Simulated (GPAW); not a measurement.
A run of GPAW 26.7.0:

File run.py:

```python
from ase.dft.bandgap import bandgap
from ase.io import read, write
from ase.units import Bohr, GPa
from gpaw import GPAW, PW
from gpaw.elf import elf_from_dft_calculation

atoms = read('POSCAR')

calc = GPAW(mode=PW(800),
            xc='PBE',
            kpts={'size': (10, 10, 5), 'gamma': True},
            occupations={'name': 'methfessel-paxton', 'order': 0, 'width': 0.027000000000000003},
            nbands=33,
            convergence={'density': 1e-05, 'energy': 1e-05},
            maxiter=150,
            txt='gpaw.txt')
atoms.calc = calc
energy = atoms.get_potential_energy()
forces = atoms.get_forces()
stress = atoms.get_stress()
calc.write('gs.gpw')
write('result.traj', atoms)
print(f'Energy: {energy:.6f} eV')
print('Forces (eV/A):')
print(forces.round(4))
print('Stress (GPa):', (stress / GPa).round(3))
print('Fermi level:', round(calc.get_fermi_level(), 4), 'eV')
print(f'Gap: {bandgap(calc)[0]:.4f} eV, direct: {bandgap(calc, direct=True)[0]:.4f} eV')

# fields on the real-space grid
write('density.cube', atoms, data=calc.get_pseudo_density() * Bohr**3)
write('potential.cube', atoms, data=calc.get_electrostatic_potential())
write('elf.cube', atoms, data=elf_from_dft_calculation(calc).data)
```

Contents of POSCAR:

```
CuO
1.0
    2.3418500000     -1.7113000000      0.0000000000
    2.3418500000      1.7113000000      0.0000000000
   -0.8500274268      0.0000000000      5.0578693947
Cu O
2 2
Direct
    0.5000000000      0.0000000000      0.5000000000
    0.0000000000      0.5000000000      0.0000000000
    0.4184000000      0.5816000000      0.7500000000
    0.5816000000      0.4184000000      0.2500000000
```

Potentials or basis: GPAW PAW data sets (gpaw-data 1.2.1), pw.

Run with:

```sh
$ OMP_NUM_THREADS=1 python run.py
```

Hardware: 1 thread of Arm Neoverse V2, with other jobs on the host.

Q: How long does it take, and how much memory?

A: Run time: 5 min on 1 thread of Arm Neoverse V2, on a shared host, peak memory 0.55 GiB. Counts: scf iterations 12, plane waves 2099, bands 33, k points 252.
